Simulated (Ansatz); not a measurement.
# Au (Fm-3m) in Ansatz: a series of runs

Runs on Au. Level: PBE. Tasks: single point.

Everything below comes from runs of Ansatz 0.2.0. Logs are shortened: lines on timing, memory, paths and dates and some standing lists are left out, and cuts for length are marked.

## Step 1: Starting point

Symmetry: Fm-3m, No. 225, cubic system. Conventional cell: a = 4.070 Å, b = 4.070 Å, c = 4.070 Å, α = 90.00°, β = 90.00°, γ = 90.00°. Au (site symmetry m-3m) has 12 Au at 2.88 Å as nearest neighbours.

## Step 2: Single point, PBE

Contents of input.yaml:

```yaml
crystal:
  lattice:
    - [0.0, 2.035, 2.035]
    - [2.035, 0.0, 2.035]
    - [2.035, 2.035, 0.0]
  atoms:
    - { symbol: Au, position: [0.0, 0.0, 0.0] }
kpoints:
  mp_grid: { grid: [4, 4, 4] }
scf:
  occupations: { method: fermi_dirac, width: 0.04 }
hamiltonian:
  xc: pbe
  pseudopotentials: { kind: all_electron, lapw: { basis_error: 0.002 } }
output:
  forces: true
  stress: true
  eigenvalues: true
```

Potentials or basis: all-electron LAPW, scalar-relativistic.

Started as:

```
$ ansatz run input.yaml --threads 1 --pin off --max-ram 3072MiB --backend cpu --events-out ev --progress --plain --runs-dir out
```

What it wrote:

```text
Warning: RAYON_NUM_THREADS=1 ignored (pool sized by the plan → 1); use --threads N
LAPW: plane waves up to 7.793 Å⁻¹, error target 2.0e-3 eV per atom; small_component_spin mean_spin; Au in spheres of 1.439 Å, 43 of its electrons in bands, Dirac shells [] (how accurate: hamiltonian.pseudopotentials.lapw.basis_error, Limitations)
Engine: ansatz 0.2.0, aarch64-unknown-linux-gnu
Pseudopotentials: kind: all_electron
Pseudopotential: Au, LAPW, valence charge 43, lapw/all_electron/scalar/gaussian/Au, Koelling and Harmon's equation, gaussian nucleus
Functional definition: PBE
  parameter kappa = 0.804
  parameter beta = 0.06672455060314922
  exchange = pbe_x(kappa = kappa, mu = beta*pi^2/3)
  correlation = pbe_c(beta = beta)
Crystal: 1 atoms, lattice volume = 16.855 Å³
Basis set: ecut = 231.39835431071958 eV, 137 PW (Γ), exchange–correlation at level 2
Bands: 26, of which v1, the nominal top of the filled ones, is band 22 counted from 1 (21 counted from 0)
Symmetry: 48 space group operations
Space group: Fm-3m (ITA 225), of the structure as read, at distance tolerance 2.6e-5 Å
k-points: 8 of 64
Non-local potential: Au, projectors of the file, none
Initial density: superposition of atomic densities (chi_scale 0.1, normalization cell)
Initial wavefunctions: plane waves of lowest kinetic energy (no species holds an atomic orbital)
Functional: x = pbe(κ = 0.804, μ = 0.2195149727645171), c = pbe(β = 0.06672455060314922)
iter 1 solved again at ethr=1.18e-4 eV; its pass at ethr=1.00e-1 eV (dr2=5.06e-2 eV) is discarded
SCF iter   1: F=—  HF=-517224.887084 eV  |F-HF|=—  |Δ(HF+E_count)|=         —  Δρ=2.27e-2  dr2=5.08e-2  ethr=1.18e-4  ⟨swp⟩=3.0  Hψ=1300  notcnv=0
preconditioner: auto → none  [insulator: Δε(μ)=0.627 eV  Ē_g=15.754 eV  σ=0.040 eV  W_gap=0.67  n_scr=14 (ndim 8)  ℏωp=30.0 eV  f_vac=0.042  D(μ)=0.52/eV (n_scr^D=0)  ε∞_Penn≈4.6]
iter 2 solved again at ethr=8.62e-7 eV; its pass at ethr=1.18e-4 eV (dr2=3.71e-4 eV) is discarded
SCF iter   2: F=—  HF=-517224.663962 eV  |F-HF|=—  |Δ(HF+E_count)|=   2.23e-1  Δρ=2.13e-3  dr2=3.71e-4  ethr=8.62e-7  ⟨swp⟩=2.0  Hψ=1074  notcnv=0
preconditioner: auto → LDOS  [insulator: Δε(μ)=1.349 eV  Ē_g=16.236 eV  σ=0.040 eV  W_gap=0.96  n_scr=14 (ndim 8)  ℏωp=30.0 eV  f_vac=0.015  D(μ)=0.75/eV (n_scr^D=8)  ε∞_Penn≈4.4  β→1.0]
SCF iter   3: F=—  HF=-517224.646188 eV  |F-HF|=—  |Δ(HF+E_count)|=   1.78e-2  Δρ=3.16e-3  dr2=9.09e-4  ethr=8.62e-7  ⟨swp⟩=3.0  Hψ=657  notcnv=0
SCF iter   4: F=—  HF=-517224.641311 eV  |F-HF|=—  |Δ(HF+E_count)|=   4.88e-3  Δρ=1.45e-3  dr2=1.90e-4  ethr=8.62e-7  ⟨swp⟩=2.0  Hψ=607  notcnv=0
SCF iter   5: F=—  HF=-517224.640736 eV  |F-HF|=—  |Δ(HF+E_count)|=   5.76e-4  Δρ=3.14e-4  dr2=8.89e-6  ethr=4.43e-7  ⟨swp⟩=2.0  Hψ=607  notcnv=0
SCF iter   6: F=—  HF=-517224.640727 eV  |F-HF|=—  |Δ(HF+E_count)|=   8.89e-6  Δρ=5.64e-5  dr2=2.93e-7  ethr=2.07e-8  ⟨swp⟩=2.0  Hψ=607  notcnv=0
SCF iter   7: F=-517224.640726 eV  HF=-517224.640726 eV  |F-HF|=5.82e-10  |Δ(HF+E_count)|=   4.15e-7  Δρ=3.95e-6  dr2=1.29e-9  ethr=6.81e-10  ⟨swp⟩=2.2  Hψ=609  notcnv=0
SCF 1 converged in 7 iterations: F = -517224.640726 eV  dr2 = 1.29e-9
SCF converged after 7 iterations
Free energy (F): -517224.640726 eV
Harris-Foulkes:  -517224.640726 eV  (|F-HF|=5.82e-10)
Internal energy: -517224.635787 eV  (E = F + TS)
E sigma→0 (E₀):  -517224.638257 eV
Entropy (-TS):   -0.004940 eV (-4.940 meV/atom)
Fermi energy:    26.454011 eV
--- Per-component energies (eV) ---
  E_band       = -3827.369688
  E_kinetic    = 589522.883070
  E_xc         = -9915.512090
  E_electrostatic = -1096832.006767  (all electrons and nuclei)
  E_smearing   = -0.004940  (= −TS)
  E_closure    = 0.000000  (closes the sum)
  E_atoms      = -517221.663280  (free atoms, spherical and without spin; not in F)
  Σ components = -517224.640726   (vs F -517224.640726, Δ=0.00e0)
  Basis errors (estimates in eV, not in F): energy 3.9e-4 per atom: plane waves 3.7e-4 (2.7e-4 summed), levels above the bands 9.8e-179, relativity 1.1e-7, radial functions 1.8e-5, core shells 1.4e-8; eigenvalues (radial functions only) 1.5e-5; not estimated: angular momenta, meshes, grids; target (lapw.basis_error) 2.0e-3; muffin-tin radii Au 1.439 Å
--- Forces (eV/Å), atoms counted from 1 ---
  atom   1  Au    -0.00000000    -0.00000000    -0.00000000
  max |Σ_I F_I| component: 9.45e-32 eV/Å
--- Stress (GPa, compression-positive) ---
       13.235355      -0.000000      -0.000000
       -0.000000      13.235355      -0.000000
       -0.000000      -0.000000      13.235355
  P = ⅓ Tr σ = 13.2354 GPa (132.354 kbar)
--- Band table (eV; the first three rows and the last of 8) ---
  k-point 0: bands = ["-297.2040", "-297.2040", "-297.2040", "-297.1917", "-297.1917", "-79.9402", "-52.9568", "-52.9471", "-52.9471", "-52.9471", "-52.9410", "-52.9410", "-52.9410", "-31.2835", "-31.2835", "-31.2835", "15.5661", "20.7969", "20.7969", "20.7969", "22.3505", "22.3505", "40.0000", "44.0693", "44.0693", "44.0693"]
  k-point 1: bands = ["-297.2040", "-297.2040", "-297.2040", "-297.1917", "-297.1917", "-79.9339", "-52.9566", "-52.9476", "-52.9476", "-52.9470", "-52.9411", "-52.9408", "-52.9408", "-31.3988", "-31.3010", "-31.3010", "17.3833", "20.6575", "21.0823", "21.0823", "22.5167", "22.5167", "36.7976", "41.0970", "45.6102", "45.6102"]
  k-point 2: bands = ["-297.2040", "-297.2040", "-297.2040", "-297.1917", "-297.1917", "-79.9276", "-52.9563", "-52.9481", "-52.9481", "-52.9470", "-52.9411", "-52.9406", "-52.9406", "-31.5125", "-31.3184", "-31.3184", "18.1253", "20.7592", "20.7592", "23.5777", "23.5777", "24.5261", "28.6949", "39.4644", "42.7518", "42.7518"]
  k-point 7: bands = ["-297.2040", "-297.2040", "-297.2040", "-297.1917", "-297.1917", "-79.9234", "-52.9561", "-52.9481", "-52.9481", "-52.9478", "-52.9407", "-52.9407", "-52.9407", "-31.4370", "-31.4370", "-31.3731", "19.4950", "20.3161", "20.3161", "22.1908", "23.9088", "30.3453", "31.8936", "31.8936", "35.0488", "48.1570"]
```

Run time: 1.7 s. Hardware: 1 thread of Arm Neoverse V1, shared host; peak memory 0.21 GiB.

Results:

```
Free energy            : -517224.6407 eV
Pressure               : 13.2 GPa
Band gap on the k mesh : none (metal or under the smearing width)
```

Caveat: the k mesh is coarse (spacing up to 0.67 Å⁻¹), so the values aren't converged; the k mesh is thin for a metal, which can move the energy by tens of meV per atom.

## Step 3: Single point, PBE

Contents of input.yaml:

```yaml
crystal:
  lattice:
    - [0.0, 2.035, 2.035]
    - [2.035, 0.0, 2.035]
    - [2.035, 2.035, 0.0]
  atoms:
    - { symbol: Au, position: [0.0, 0.0, 0.0] }
kpoints:
  mp_grid: { grid: [11, 11, 11] }
scf:
  occupations: { method: gaussian, width: 0.017 }
hamiltonian:
  xc: pbe
  pseudopotentials: { kind: all_electron, lapw: { basis_error: 0.001 } }
output:
  forces: true
  stress: true
  eigenvalues: true
```

Potentials or basis: all-electron LAPW, scalar-relativistic.

Started as:

```
$ ansatz run input.yaml --threads 1 --pin off --max-ram 3072MiB --backend cpu --events-out ev --progress --plain --runs-dir out
```

What it wrote:

```text
Warning: RAYON_NUM_THREADS=1 ignored (pool sized by the plan → 1); use --threads N
LAPW: plane waves up to 8.089 Å⁻¹, error target 1.0e-3 eV per atom; small_component_spin mean_spin; Au in spheres of 1.439 Å, 43 of its electrons in bands, Dirac shells [] (how accurate: hamiltonian.pseudopotentials.lapw.basis_error, Limitations)
Engine: ansatz 0.2.0, aarch64-unknown-linux-gnu
Pseudopotentials: kind: all_electron
Pseudopotential: Au, LAPW, valence charge 43, lapw/all_electron/scalar/gaussian/Au, Koelling and Harmon's equation, gaussian nucleus
Functional definition: PBE
  parameter kappa = 0.804
  parameter beta = 0.06672455060314922
  exchange = pbe_x(kappa = kappa, mu = beta*pi^2/3)
  correlation = pbe_c(beta = beta)
Crystal: 1 atoms, lattice volume = 16.855 Å³
Basis set: ecut = 249.29731172642988 eV, 169 PW (Γ), exchange–correlation at level 2
Bands: 26, of which v1, the nominal top of the filled ones, is band 22 counted from 1 (21 counted from 0)
Symmetry: 48 space group operations
Space group: Fm-3m (ITA 225), of the structure as read, at distance tolerance 2.6e-5 Å
k-points: 56 of 1331
Non-local potential: Au, projectors of the file, none
Initial density: superposition of atomic densities (chi_scale 0.1, normalization cell)
Initial wavefunctions: plane waves of lowest kinetic energy (no species holds an atomic orbital)
Functional: x = pbe(κ = 0.804, μ = 0.2195149727645171), c = pbe(β = 0.06672455060314922)
iter 1 solved again at ethr=1.14e-4 eV; its pass at ethr=1.00e-1 eV (dr2=4.91e-2 eV) is discarded
SCF iter   1: F=—  HF=-517225.104960 eV  |F-HF|=—  |Δ(HF+E_count)|=         —  Δρ=2.30e-2  dr2=4.93e-2  ethr=1.14e-4  ⟨swp⟩=3.0  Hψ=9159  notcnv=0
preconditioner: auto → LDOS  [insulator: Δε(μ)=0.061 eV  Ē_g=15.761 eV  σ=0.017 eV  W_gap=0.80  n_scr=14 (ndim 8)  ℏωp=30.0 eV  f_vac=0.042  D(μ)=0.99/eV (n_scr^D=14)  ε∞_Penn≈4.6  β→1.0]
iter 2 solved again at ethr=7.76e-6 eV; its pass at ethr=1.14e-4 eV (dr2=3.34e-3 eV) is discarded
SCF iter   2: F=—  HF=-517225.003336 eV  |F-HF|=—  |Δ(HF+E_count)|=   1.02e-1  Δρ=7.92e-3  dr2=3.34e-3  ethr=7.76e-6  ⟨swp⟩=2.0  Hψ=7963  notcnv=0
preconditioner: auto → none  [insulator: Δε(μ)=0.324 eV  Ē_g=16.523 eV  σ=0.017 eV  W_gap=0.98  n_scr=14 (ndim 8)  ℏωp=30.0 eV  f_vac=0.033  D(μ)=0.15/eV (n_scr^D=0)  ε∞_Penn≈4.3  β→0.5]
SCF iter   3: F=—  HF=-517224.859489 eV  |F-HF|=—  |Δ(HF+E_count)|=   1.44e-1  Δρ=7.04e-3  dr2=4.25e-3  ethr=7.76e-6  ⟨swp⟩=3.0  Hψ=5037  notcnv=0
SCF iter   4: F=—  HF=-517224.861400 eV  |F-HF|=—  |Δ(HF+E_count)|=   1.91e-3  Δρ=1.94e-3  dr2=3.12e-4  ethr=7.76e-6  ⟨swp⟩=2.6  Hψ=4435  notcnv=0
SCF iter   5: F=—  HF=-517224.861632 eV  |F-HF|=—  |Δ(HF+E_count)|=   2.32e-4  Δρ=2.29e-4  dr2=4.02e-6  ethr=7.25e-7  ⟨swp⟩=3.0  Hψ=4530  notcnv=0
SCF iter   6: F=-517224.861644 eV  HF=-517224.861644 eV  |F-HF|=2.97e-8  |Δ(HF+E_count)|=   1.23e-5  Δρ=7.40e-6  dr2=2.82e-9  ethr=9.34e-9  ⟨swp⟩=3.0  Hψ=4458  notcnv=0
SCF 1 converged in 6 iterations: F = -517224.861644 eV  dr2 = 2.82e-9
SCF converged after 6 iterations
Free energy (F): -517224.861644 eV
Harris-Foulkes:  -517224.861644 eV  (|F-HF|=2.97e-8)
Internal energy: -517224.861622 eV  (E = F + TS)
E sigma→0 (E₀):  -517224.861633 eV
Entropy (-TS):   -0.000022 eV (-0.022 meV/atom)
Fermi energy:    25.656966 eV
--- Per-component energies (eV) ---
  E_band       = -3827.552512
  E_kinetic    = 589522.276728
  E_xc         = -9915.507493
  E_electrostatic = -1096831.630857  (all electrons and nuclei)
  E_smearing   = -0.000022  (= −TS)
  E_closure    = -0.000000  (closes the sum)
  E_atoms      = -517221.663280  (free atoms, spherical and without spin; not in F)
  Σ components = -517224.861644   (vs F -517224.861644, Δ=0.00e0)
  Basis errors (estimates in eV, not in F): energy 1.9e-4 per atom: plane waves 1.8e-4 (1.3e-4 summed), levels above the bands 0.0e0, relativity 5.5e-8, radial functions 1.3e-5, core shells 1.4e-8; eigenvalues (radial functions only) 9.6e-7; not estimated: angular momenta, meshes, grids; target (lapw.basis_error) 1.0e-3; muffin-tin radii Au 1.439 Å
--- Forces (eV/Å), atoms counted from 1 ---
  atom   1  Au    -0.00000000     0.00000000    -0.00000000
  max |Σ_I F_I| component: 5.34e-32 eV/Å
--- Stress (GPa, compression-positive) ---
       10.811398       0.000000       0.000000
        0.000000      10.811398      -0.000000
        0.000000      -0.000000      10.811398
  P = ⅓ Tr σ = 10.8114 GPa (108.114 kbar)
--- Band table (eV; the first three rows and the last of 56) ---
  k-point 0: bands = ["-297.2052", "-297.2052", "-297.2052", "-297.1930", "-297.1930", "-79.9380", "-52.9576", "-52.9479", "-52.9479", "-52.9479", "-52.9420", "-52.9420", "-52.9420", "-31.2803", "-31.2803", "-31.2803", "15.5686", "20.8031", "20.8031", "20.8031", "22.3519", "22.3519", "40.0058", "44.0671", "44.0671", "44.0671"]
  k-point 1: bands = ["-297.2052", "-297.2052", "-297.2052", "-297.1930", "-297.1930", "-79.9370", "-52.9575", "-52.9480", "-52.9480", "-52.9479", "-52.9420", "-52.9419", "-52.9419", "-31.2987", "-31.2830", "-31.2830", "15.8582", "20.7113", "20.9000", "20.9000", "22.3107", "22.3107", "40.3305", "42.4638", "44.4143", "44.4143"]
  k-point 2: bands = ["-297.2052", "-297.2052", "-297.2052", "-297.1930", "-297.1930", "-79.9343", "-52.9574", "-52.9482", "-52.9482", "-52.9479", "-52.9420", "-52.9418", "-52.9418", "-31.3478", "-31.2905", "-31.2905", "16.6518", "20.5617", "21.0748", "21.0748", "22.3142", "22.3142", "39.3168", "41.1696", "45.2695", "45.2695"]
  k-point 55: bands = ["-297.2052", "-297.2052", "-297.2052", "-297.1930", "-297.1930", "-79.9213", "-52.9569", "-52.9489", "-52.9489", "-52.9486", "-52.9417", "-52.9416", "-52.9416", "-31.4407", "-31.4284", "-31.3649", "19.4939", "20.0326", "20.6205", "22.2396", "23.8099", "29.8299", "31.5170", "32.5085", "35.6938", "46.7517"]
```

Wall time 7.4 s (1 thread of Arm Neoverse V1, shared host); peak memory 0.27 GiB.

Results:

```
Free energy            : -517224.8616 eV
Pressure               : 10.8 GPa
Band gap on the k mesh : none (metal or under the smearing width)
```

Spin-orbit coupling is left out, which matters for the levels of Au.

(Continued in part 2 of 2.)
